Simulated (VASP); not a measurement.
# Tc: convergence, local potentials

Tc, P6_3/mmc (no. 194), 2 atoms in the cell. PBE, local potentials; PAW potentials Tc_pv (PBE set). VASP 6.6.1.

Wanted: top filled level over the potential at the emptiest point within 0.02 eV; mean exchange-correlation potential within 0.02 eV.

POSCAR:
```
Tc
1.0
    2.7400000000      0.0000000000      0.0000000000
   -1.3700000000      2.3729096064      0.0000000000
    0.0000000000      0.0000000000      4.3980000000
Tc
2
Direct
    0.6666666667      0.3333333333      0.7500000000
    0.3333333333      0.6666666667      0.2500000000
```

The series start from Cutoff ENCUT (eV): 500; k mesh: 8 × 8 × 5; PREC: Accurate; ADDGRID: default. Each series keeps the choices made before it, and each single choice may use up half of a tolerance. Times cover all steps of a run.

## Cutoff ENCUT (eV)

| Cutoff ENCUT (eV) | Top filled level over the potential at the emptiest point (eV) | Mean exchange-correlation potential (eV) | Time (s) |
|---|---|---|---|
| 250 | -3.199 | -13.800 | 3.1 |
| 300 | -3.196 | -13.806 | 3.6 |
| 350 | -3.195 | -13.805 | 4.4 |
| 400 | -3.194 | -13.804 | 4.4 |
| 500 | -3.196 | -13.804 | 5.0 |
| 600 | -3.202 | -13.803 | 7.1 |
| 750 (reference) | -3.201 | -13.803 | 7.7 |

## k mesh

| k mesh | Top filled level over the potential at the emptiest point (eV) | Mean exchange-correlation potential (eV) | Time (s) |
|---|---|---|---|
| 4 × 4 × 2 | -3.446 | -13.801 | 2.1 |
| 5 × 5 × 3 | -3.308 | -13.800 | 2.2 |
| 6 × 6 × 4 | -3.206 | -13.802 | 2.7 |
| 8 × 8 × 5 | -3.199 | -13.800 | 3.1 |
| 10 × 10 × 6 | -3.145 | -13.800 | 4.1 |
| 13 × 13 × 7 | -3.176 | -13.802 | 5.1 |
| 16 × 16 × 9 (reference) | -3.154 | -13.800 | 7.8 |

## PREC

| PREC | Top filled level over the potential at the emptiest point (eV) | Mean exchange-correlation potential (eV) | Time (s) |
|---|---|---|---|
| Accurate | -3.154 | -13.800 | 7.8 |
| Normal | -3.157 | -13.800 | 5.8 |
| Single | -3.138 | -13.800 | 7.6 |

## ADDGRID

| ADDGRID | Top filled level over the potential at the emptiest point (eV) | Mean exchange-correlation potential (eV) | Time (s) |
|---|---|---|---|
| default | -3.154 | -13.800 | 7.8 |
| yes | -3.154 | -13.800 | 8.8 |

## Question

The rows run from the loosest to the tightest (no order: PREC, ADDGRID). For each series: choose the loosest value from which every tighter one stays within half of the tolerance; where there is no order, keep the first row unless others stay within half of the tolerance and take at least 30 % less time, and then take the fastest.

## Answer

- Cutoff ENCUT (eV): 250
- k mesh: 16 × 16 × 9, the tightest run, since the next looser one is off by more than half of the tolerance (convergence isn't shown beyond it)
- PREC: Accurate
- ADDGRID: default

## All choices together

| Input | Top filled level over the potential at the emptiest point (eV) | Mean exchange-correlation potential (eV) | Time (s) |
|---|---|---|---|
| program defaults, k points 0.5 per Å apart (naive) | -3.165 | -13.802 | 1.4 |
| chosen settings | -3.154 | -13.800 | 7.8 |
| reference settings throughout | -3.155 | -13.803 | 27 |

The chosen settings stay within the tolerance of the reference run, but the reference itself isn't shown to be converged in: k mesh.

## The input

INCAR.step1:
```
SYSTEM = Tc
PREC = Accurate
ENCUT = 250
EDIFF = 1E-6
ISMEAR = 0
SIGMA = 0.05
LASPH = .True.
LREAL = .False.
ALGO = Normal
NELM = 120
LWAVE = .True.
LCHARG = .False.
NBANDS = 20
KPAR = 2
GGA = PE
LMAXMIX = 4
LVHAR = .True.
```

INCAR.step2, as INCAR.step1 but for:
```
- LWAVE = .True.
- LVHAR = .True.
+ ISTART = 1
+ LWAVE = .False.
+ LVTOT = .True.
```

KPOINTS:
```
Automatic mesh
0
Gamma
  16 16 9
  0 0 0
```

Commands (each step's output is kept before the next begins):
```
cat potpaw_PBE.64/Tc_pv/POTCAR > POTCAR
cp INCAR.step1 INCAR
mpirun -np 2 vasp_std > vasp.out
cp INCAR.step2 INCAR
mpirun -np 2 vasp_std > vasp.out
```

The naive input happens to agree within the tolerance here, in 1.4 s.

Limits: the top filled level is a Fermi level here, which hangs on k mesh and smearing in either direction.

The chosen input took VASP 6.6.1 7.8 s on 2 cores (AMD EPYC 9R45 (Zen 5)), a shared host.

## An input that fails: LVHAR left on beside LVTOT in the second step, whose file then holds the electrostatic part alone

It runs to its end, but against the unchanged starting input it is off by 0.000 eV in the top filled level over the potential at the emptiest point, 13.804 eV in the mean exchange-correlation potential.

Changes against the starting input:
```
(step 2)
+ LVHAR = True
```
